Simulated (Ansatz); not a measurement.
Base system: InCuS2 in the chalcopyrite structure (space group I-42d, No. 122; a = 5.522 Å, c = 11.130 Å). Axes: x, y, z lie along a, b, c of the conventional cell.

The values are results of Kohn–Sham DFT with the r2SCAN functional, run in Ansatz (a first-principles code) with PAW and 500 eV plane waves, without spin-orbit coupling, not measurements.

Strains are applied to the cell and any free atomic positions relax; under biaxial strain the out-of-plane vector relaxes too; under stress the whole cell relaxes.

One change was made to it. Results:

The energy goes up by 1.4 meV/atom; the band gap drops by 0.034 eV (0.36 eV → 0.32 eV); the gap character stays direct at Γ.

Task: Which change produced these results?
A. uniaxial strain ε_zz = −0.41 %
B. biaxial strain −3.59 %, plane normal [001], relaxed out of plane
C. uniaxial stress, 1 GPa tension along x

Result: C, uniaxial stress, 1 GPa tension along x. For comparison, the energy relative to the base in the other runs: uniaxial strain ε_zz = −0.41 % gives +0.1 meV/atom; biaxial strain −3.59 %, plane normal [001], relaxed out of plane gives +13 meV/atom.

Stability under load was not tested beyond the relaxation. All final runs are without spin polarisation. Labels are those of the standard path for the cell's own space group.
